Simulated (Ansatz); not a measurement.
# Bi2Se3 (Paraguanajuatite) under changes of volume

One of the cells (28.378 Å³/atom); the others are scaled copies at fixed shape and fractional positions:

```xyz
5
Lattice="2.0715 1.1960 9.5453 -2.0715 1.1960 9.5453 0.0000 -2.3920 9.5453" Properties=species:S:1:pos:R:3 pbc="T T T"
Bi    0.0000    0.0000   17.1587
Bi    0.0000    0.0000   11.4773
Se    0.0000    0.0000   22.5738
Se    0.0000    0.0000    6.0622
Se    0.0000    0.0000    0.0000
```

```yaml
Program: Ansatz 0.2.0
Functional: revPBE
Potentials_or_basis: Ansatz PAW
Cutoff: "420 eV (not typed: the program's choice for these potentials)"
k_mesh: 8 × 8 × 8
Occupations: fermi-dirac, width 0.05 eV
Spin: no spin polarisation
```

```tsv
volume (Å³/atom)	energy over the lowest point (meV/atom)	pressure (GPa)	gap on the mesh (eV)	largest force (eV/Å)
26.675	?	?	?	?
27.243	57.21	6.8	0.23	0.498
27.810	35.89	5.2	0.25	0.322
28.378	20.02	3.8	0.27	0.161
28.946	9.06	2.4	0.29	0.101
29.513	2.54	1.3	0.30	0.138
30.081	0.00	0.2	0.31	0.270
```

**Question.** What does the run at 26.675 Å³/atom give?

**Answer.** Energy over the lowest point 84.60 meV/atom; pressure 8.6 GPa; gap on the mesh 0.21 eV; largest force 0.688 eV/Å.

Worked out: A Birch-Murnaghan fit of order 3 (a polynomial in V^(-2/3)) to the other rows has its minimum at 30.19 Å³/atom, just outside them, with B0 = V·E''(V) = 53 GPa and B' = 4.6 at fixed shape and positions, which overstates the stiffness. It gives 84.65 meV/atom at 26.675 Å³/atom, against the run's 84.60, and -dE/dV = 8.7 GPa, against 8.6. A straight line through the other rows of the gap, of slope 0.823 eV per unit of ln V (its deformation potential), extrapolates to 0.22 eV, against the run's 0.21.

Energies are extrapolated to zero smearing.

Caveats: spin-orbit coupling is left out, which as a rule narrows the gap of such compounds by several tenths of an eV; the PAW data sets come from PBE, with cores solved anew for the run's functional, which leaves a small shift of forces and pressure.

A mesh can miss the band edges.
